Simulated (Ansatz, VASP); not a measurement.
# Y in VASP and in Ansatz

```
Y
1.0
     0.00000    2.51065    2.51065
     2.51065    0.00000    2.51065
     2.51065    2.51065    0.00000
Y
1
Direct
  0.00000 0.00000 0.00000
```

Change from the starting cell: volume scaled by 0.975, PAW files.

Alike in both runs: task electric field gradients; functional PBE; k mesh 12 × 12 × 12; occupations fermi-dirac, width 0.03 eV; no spin polarisation.

|  | VASP | Ansatz |
| --- | --- | --- |
| version | VASP 6.6.1 | Ansatz 0.2.0 |
| potentials or method | VASP PAW PBE potentials, release 64 (Y_sv) | PAW with Ansatz's default frozen-core files, scalar-relativistic |
| plane-wave cutoff (eV) | 520 | 420 |
| valence electrons in the cell | 11 | 11 |

```csv
,VASP,Ansatz,Ansatz less VASP
pressure (GPa),0.9,1.0,+0.12
Vzz of the field gradient on the site that differs most (V/Å²),0.0,0.0,0.00
```

With one functional, cell and mesh, what is left measures potentials, basis and numerics. Ansatz warned: «gradients_without_spin_orbit».
